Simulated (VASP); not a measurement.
# Ge (Fd-3m) in VASP: further runs, part 3 of 3

VASP 6.6.1.

### 6 Band structure, TB-mBJ

POSCAR

```
Ge                                      
1.0
    0.0000000000      2.8370028273      2.8370028273
    2.8370028273      0.0000000000      2.8370028273
    2.8370028273      2.8370028273      0.0000000000
  Ge            
     2
Direct
     0.0000000000000000    0.0000000000000000    0.0000000000000000
     0.2500000000000000    0.2500000000000000    0.2500000000000000
```

INCAR.step1

```
SYSTEM = Ge
ALGO     = Normal         ! electronic algorithm
EDIFF    = 1E-5           ! SCF threshold, eV
ENCUT    = 520            ! plane-wave cutoff, eV
GGA      = PE             ! functional
ISIF     = 2              ! what is computed and relaxed
ISMEAR   = 0              ! smearing method
KPAR     = 4            
LASPH    = .TRUE.         ! aspherical terms in the spheres
LCHARG   = .FALSE.        ! write CHGCAR
LREAL    = .FALSE.        ! projectors in reciprocal space
LWAVE    = .TRUE.         ! write WAVECAR
NBANDS   = 21             ! bands
NELM     = 80             ! most SCF steps
PREC     = Accurate       ! precision mode
SIGMA    = 0.03           ! smearing width, eV
```

INCAR.step2

```
SYSTEM = Ge
ALGO     = Normal         ! electronic algorithm
EDIFF    = 1E-6           ! SCF threshold, eV
ENCUT    = 520            ! plane-wave cutoff, eV
ISIF     = 2              ! what is computed and relaxed
ISMEAR   = 0              ! smearing method
ISTART   = 1            
KPAR     = 4            
LASPH    = .TRUE.         ! aspherical terms in the spheres
LCHARG   = .FALSE.        ! write CHGCAR
LREAL    = .FALSE.        ! projectors in reciprocal space
LWAVE    = .FALSE.        ! write WAVECAR
METAGGA  = MBJ            ! meta-GGA
NBANDS   = 21             ! bands
NELM     = 80             ! most SCF steps
PREC     = Accurate       ! precision mode
SIGMA    = 0.03           ! smearing width, eV
```

KPOINTS

```
k-points
0
G
  10 10 10
  0 0 0
```

KPOINTS_OPT is that of step 5.

Potentials or basis: VASP PAW PBE potentials, release 64 (Ge_d).

On the command line:

```bash
cat potpaw_PBE.64/Ge_d/POTCAR > POTCAR
cp INCAR.step1 INCAR
mpirun -np 4 vasp_std > vasp.out
cp INCAR.step2 INCAR
mpirun -np 4 vasp_std > vasp.out
```

OUTCAR:

```text
SYSTEM = Ge
   EDIFF = 1E-6
   ENCUT = 520
   ISIF = 2
   ISMEAR = 0
   ISTART = 1
   LASPH = .TRUE.
   LREAL = .FALSE.
   METAGGA = MBJ
   NELM = 80
   PREC = Accurate

 ion  position               nearest neighbor table
   1  0.000  0.000  0.000-   2 2.46   2 2.46   2 2.46   2 2.46
   2  0.250  0.250  0.250-   1 2.46   1 2.46   1 2.46   1 2.46

  LATTYP: Found a face centered cubic cell.
 ALAT       =     5.6740056546

  Lattice vectors:

 A1 = (   0.0000000000,   2.8370028273,   2.8370028273)
 A2 = (   2.8370028273,   0.0000000000,   2.8370028273)
 A3 = (   2.8370028273,   2.8370028273,   0.0000000000)

Analysis of symmetry for initial positions (statically):
=====================================================================
 Subroutine PRICEL returns:
 Original cell was already a primitive cell.

 Routine SETGRP: Setting up the symmetry group for a
 face centered cubic supercell.

 Subroutine GETGRP returns: Found 48 space group operations
 (whereof 24 operations were pure point group operations)
 out of a pool of 48 trial point group operations.

The static configuration has the point symmetry T_d .
 The point group associated with its full space group is O_h .

Analysis of symmetry for dynamics (positions and initial velocities):
=====================================================================
 Subroutine PRICEL returns:
 Original cell was already a primitive cell.

 Routine SETGRP: Setting up the symmetry group for a
 face centered cubic supercell.

 Subroutine GETGRP returns: Found 48 space group operations
 (whereof 24 operations were pure point group operations)
 out of a pool of 48 trial point group operations.

The dynamic configuration has the point symmetry T_d .
 The point group associated with its full space group is O_h .

 Subroutine INISYM returns: Found 48 space group operations
 (whereof 24 operations are pure point group operations),
 and found     1 'primitive' translations

----------------------------------------------------------------------------------------

                                     Primitive cell

  volume of cell :      45.6677

  direct lattice vectors                    reciprocal lattice vectors
     0.000000000  2.837002827  2.837002827    -0.176242334  0.176242334  0.176242334
     2.837002827  0.000000000  2.837002827     0.176242334 -0.176242334  0.176242334
     2.837002827  2.837002827  0.000000000     0.176242334  0.176242334 -0.176242334

  length of vectors
     4.012127875  4.012127875  4.012127875     0.305260677  0.305260677  0.305260677

  position of ions in fractional coordinates (direct lattice)
     0.000000000  0.000000000  0.000000000
     0.250000000  0.250000000  0.250000000

  ion indices of the primitive-cell ions
   primitive index   ion index
                 1           1
                 2           2

----------------------------------------------------------------------------------------

 KPOINTS: k-points

Automatic generation of k-mesh.
 Grid dimensions read from file:
 generate k-points for:   10   10   10

 Generating k-lattice:

  Cartesian coordinates                     Fractional coordinates (reciprocal lattice)
    -0.017624233  0.017624233  0.017624233     0.100000000  0.000000000  0.000000000
     0.017624233 -0.017624233  0.017624233     0.000000000  0.100000000  0.000000000
     0.017624233  0.017624233 -0.017624233     0.000000000  0.000000000  0.100000000

  Length of vectors
     0.030526068  0.030526068  0.030526068

  Shift w.r.t. Gamma in fractional coordinates (k-lattice)
     0.000000000  0.000000000  0.000000000

 Subroutine IBZKPT returns following result:
 ===========================================

 Found     47 irreducible k-points:

 Following reciprocal coordinates:
            Coordinates               Weight
  0.000000  0.000000  0.000000      1.000000
  0.100000  0.000000  0.000000      8.000000
  0.200000  0.000000  0.000000      8.000000
  0.300000  0.000000  0.000000      8.000000
  0.400000  0.000000  0.000000      8.000000
  0.500000  0.000000  0.000000      4.000000
[... 16 lines left out ...]
  0.300000  0.300000  0.000000      6.000000
  0.400000  0.300000  0.000000     24.000000
 [... further k-points ...]
   k-points           NKPTS =     47   k-points in BZ     NKDIM =     47   number of bands    NBANDS=     21
   number of dos      NEDOS =    301   number of ions     NIONS =      2
   total plane-waves  NPLWV =  27000
   dimension x,y,z NGX =    30 NGY =   30 NGZ =   30
   dimension x,y,z NGXF=    60 NGYF=   60 NGZF=   60
   ions per type =               2
   NGX,Y,Z   is equivalent  to a cutoff of  12.43, 12.43, 12.43 a.u.
   NGXF,Y,Z  is equivalent  to a cutoff of  24.86, 24.86, 24.86 a.u.
 SYSTEM =  Ge
   PREC   = accura    normal or accurate (medium, high low for compatibility)
   ISTART =      1    job   : 0-new  1-cont  2-samecut
   ICHARG =      0    charge: 1-file 2-atom 10-const
   ISPIN  =      1    spin polarized calculation?
   LNONCOLLINEAR =      F non collinear calculations
   LSORBIT =      F    spin-orbit coupling
   LASPH  =      T    aspherical Exc in radial PAW
   ENCUT  =  520.0 eV  38.22 Ry    6.18 a.u.   7.46  7.46  7.46*2*pi/ulx,y,z
   NELM   =     80;   NELMIN=  2; NELMDL=  0     # of ELM steps
   EDIFF  = 0.1E-05   stopping-criterion for ELM
   LREAL  =      F    real-space projection
   EDIFFG = 0.1E-04   stopping-criterion for IOM
   NSW    =      0    number of steps for IOM
   IBRION =     -1    ionic relax: 0-MD 1-quasi-New 2-CG
   NFREE  =      0    steps in history (QN), initial steepest desc. (CG)
   ISIF   =      2    stress and relaxation
   ISYM   =      2    0-nonsym 1-usesym 2-fastsym
   POTIM  = 0.5000    time-step for ionic-motion
   TEBEG  =    0.0;   TEEND  =   0.0 temperature during run
   PSTRESS=    0.0 pullay stress
   NELECT =      28.0000    total number of electrons
   NUPDOWN=      -1.0000    fix difference up-down
   EMIN   =  10.00;   EMAX   =-10.00  energy-range for DOS
   EFERMI =   0.00;   METHOD = LEGACY
   ISMEAR =     0;   SIGMA  =   0.03  broadening in eV -4-tet -1-fermi 0-gaus
   EFERMI_NEDOS =   21; number of points for ismear=-14 and -15
   IALGO  =     38    algorithm
   IMIX   =      4    mixing-type and parameters
     AMIX     =   0.40;   BMIX     =  1.00
     AMIX_MAG =   1.60;   BMIX_MAG =  1.00
  volume/ion in A,a.u.               =      22.83       154.09
  Fermi-wavevector in a.u.,A,eV,Ry     =   1.390778  2.628189 26.317243  1.934263
  Thomas-Fermi vector in A             =   2.514680
   LORBIT       =      0    0 simple, 1 ext, 2 COOP (PROOUT), +10 PAW based schemes
   METAGGA = MBJ    functional components
   LHFCALC =     F    Hartree Fock is set to
   AEXX    =    0.0000 exact exchange contribution
   IVDW    =     0    specifies the selected vdW correction
   LEPSILON=     F    determine dielectric tensor
   LRPA    =     F    only Hartree local field effects (RPA)
 non-spin polarized calculation
 Gauss-broadening in eV      SIGMA  =   0.03
  energy-cutoff  :      520.00
  volume of cell :       45.67
 maximum number of plane-waves:      1249
 NGX is ok and might be reduce to    30
   NGX = 15   NGY = 15   NGZ = 15

 number of electron      28.0000015 magnetization

 Free energy of the ion-electron system (eV)
  ---------------------------------------------------
  ext. energy  EPLUGINS =         0.00000000
  ---------------------------------------------------
  free energy    TOTEN  =       219.57664869 eV

  energy without entropy =      219.57664869  energy(sigma->0) =      219.57664869

 E-fermi :   5.0484     XC(G=0): -11.4322

 val. band max:        4.9330694210   @ k =   0.0000   0.0000   0.0000
 cond. band min:       5.6086166564   @ k =   0.0000   0.0000   0.0000
 fundamental gap:      0.6755472354
 Fermi energy:         5.0483857455

 k-point     1 :       0.0000    0.0000    0.0000
  band No.  band energies     occupation
      1     -20.1591      2.00000
      2     -20.1591      2.00000
      3     -20.1589      2.00000
      4     -20.0937      2.00000
      5     -20.0937      2.00000
      6     -19.9169      2.00000
[... 13 lines left out ...]
     20      14.3587      0.00000
     21      14.3587      0.00000
[... 529 lines left out ...]
 k-point    24 :       0.4000    0.3000    0.0000
  band No.  band energies     occupation
      1     -20.1897      2.00000
      2     -20.1854      2.00000
      3     -20.1327      2.00000
      4     -20.0348      2.00000
      5     -20.0301      2.00000
      6     -20.0031      2.00000
[... 13 lines left out ...]
     20      16.5784      0.00000
     21      17.1250      0.00000

 [... further k-points ...]

------------------------ aborting loop because EDIFF is reached ----------------------------------------

  FORCE on cell =-STRESS in cart. coord.  units (eV):
  Direction    XX          YY          ZZ          XY          YZ          ZX
  --------------------------------------------------------------------------------------
  -------------------------------------------------------------------------------------
  Total     -210.3742514   -210.3742514   -210.3742514     -0.0000000      0.0000000     -0.0000000
  in kB    -7380.6373133  -7380.6373133  -7380.6373133     -0.0000000      0.0000000     -0.0000000
  external PRESSURE =   -7380.6373133 kB  Pullay stress =       0.0000000 kB

 VOLUME and BASIS-vectors are now :
 -----------------------------------------------------------------------------
  energy-cutoff  :      520.00
  volume of cell :       45.67
      direct lattice vectors                 reciprocal lattice vectors
     0.000000000  2.837002827  2.837002827    -0.176242334  0.176242334  0.176242334
     2.837002827  0.000000000  2.837002827     0.176242334 -0.176242334  0.176242334
     2.837002827  2.837002827  0.000000000     0.176242334  0.176242334 -0.176242334

 POSITION                                       TOTAL-FORCE (eV/Angst)
 -----------------------------------------------------------------------------------
      0.00000      0.00000      0.00000        -0.000000     -0.000000     -0.000000
      1.41850      1.41850      1.41850         0.000000      0.000000      0.000000
 -----------------------------------------------------------------------------------
    total drift:                                0.000000      0.000000      0.000000

  FREE ENERGIE OF THE ION-ELECTRON SYSTEM (eV)
  ---------------------------------------------------
  free  energy   TOTEN  =       219.5766486914 eV

  energy  without entropy=      219.5766486914  energy(sigma->0) =      219.57664869
```

Run time: 54 s. Hardware: 4 MPI ranks of AMD EPYC 9R14 (Zen 4), shared host; peak memory 0.18 GiB.

What came out:

- Band gap on the k mesh: 0.68 eV, direct
- Band gap along the path: 0.68 eV, direct

Levels at the corners of the path, in eV from the valence-band top:
```tsv
point	band 12	band 13	band 14	band 15	band 16	band 17
Γ	0.00	0.00	0.00	0.68	2.81	2.81
X	-8.67	-2.96	-2.96	1.23	1.23	9.95
X	-8.67	-2.96	-2.96	1.23	1.23	9.95
W	-8.58	-3.70	-3.70	4.69	4.69	5.06
W	-8.58	-3.70	-3.70	4.69	4.69	5.06
K	-8.08	-4.11	-2.53	1.62	4.45	7.66
K	-8.08	-4.11	-2.53	1.62	4.45	7.66
Γ	0.00	0.00	0.00	0.68	2.81	2.81
Γ	0.00	0.00	0.00	0.68	2.81	2.81
L	-7.34	-1.36	-1.36	0.69	4.02	4.02
L	-7.34	-1.36	-1.36	0.69	4.02	4.02
U	-8.08	-4.11	-2.53	1.62	4.45	7.66
U	-8.08	-4.11	-2.53	1.62	4.45	7.66
W	-8.58	-3.70	-3.70	4.69	4.69	5.06
W	-8.58	-3.70	-3.70	4.69	4.69	5.06
L	-7.34	-1.36	-1.36	0.69	4.02	4.02
L	-7.34	-1.36	-1.36	0.69	4.02	4.02
K	-8.08	-4.11	-2.53	1.62	4.45	7.66
U	-8.08	-4.11	-2.53	1.62	4.45	7.66
X	-8.67	-2.96	-2.96	1.23	1.23	9.95
```

Caveat: the PAW data sets were made with another functional, which shifts forces and pressure a little.

### 7 The runs side by side

```tsv
level	potentials or basis	spin	gap on the mesh (eV)	pressure (GPa)
PBE	VASP PAW PBE potentials, release 64 (Ge_d)	off	-	2.9
LDA	VASP PAW LDA potentials, release 64 (Ge_d)	off	-	-1.7
r2SCAN	VASP PAW PBE potentials, release 64 (Ge_d)	off	0.32	0.0
PBE	VASP PAW PBE potentials, release 64 (Ge_d)	SOC, no magnetisation	-	3.0
TB-mBJ	VASP PAW PBE potentials, release 64 (Ge_d)	off	0.68	-
```

Alike in all rows: task band structure; cell as given; k mesh 10 × 10 × 10; cutoff (eV) 520; smearing gaussian 0.03 eV.

Caveats: this crystal is a semiconductor, whose small gap the functional closes, so the metal is an error of the method (some runs); the PAW data sets were made with another functional, which shifts forces and pressure a little (some runs).

Absolute energies hang on the potentials; compare differences alone.

### 8 How close it comes

Step 2. A measured gap of Ge is 0.744 eV (indirect; 0 K; “Temperature-dependent photoluminescence in Ge: experiment and theory”, 2020, arxiv:2003.00143); the calculated 0.00 eV misses it by -0.74 eV. 3 values of this kind are on record (0.666 to 0.807 eV); this one was drawn at random among those near their median. Spin-orbit coupling on Ge is left out. The value is that of PBE, without temperature or zero-point motion. Semilocal functionals fall short of measured gaps as a rule.

Step 3. A measured gap of Ge is 0.666 eV (indirect; 293 K; “Electronic and optical properties of SixGe1-x-ySny alloys lattice-matched to Ge”, 2021, arxiv:2109.02782); the calculated 0.00 eV misses it by -0.67 eV. 3 values of this kind are on record (0.666 to 0.807 eV); this one was drawn at random among those near their median. Spin-orbit coupling on Ge is left out. The value is that of LDA, without temperature or zero-point motion. Semilocal functionals fall short of measured gaps as a rule.

Step 4. Measured gap of Ge: 0.666 eV (indirect; 293 K; “Electronic and optical properties of SixGe1-x-ySny alloys lattice-matched to Ge”, 2021, arxiv:2109.02782). This calculation gives 0.32 eV (-0.34 eV). 3 values of this kind are on record (0.666 to 0.807 eV); this one was drawn at random among those near their median. Spin-orbit coupling on Ge is left out. The value is that of r2SCAN, without temperature or zero-point motion.

Step 6. Against the measured gap of Ge, 0.807 eV (direct; 300 K; “Electronic and optical properties of SixGe1-x-ySny alloys lattice-matched to Ge”, 2021, arxiv:2109.02782), the calculated 0.68 eV is off by -0.13 eV. 3 values of this kind are on record (0.666 to 0.807 eV); this one was drawn at random among those near their median. Spin-orbit coupling on Ge is left out. The value is that of TB-mBJ, without temperature or zero-point motion.
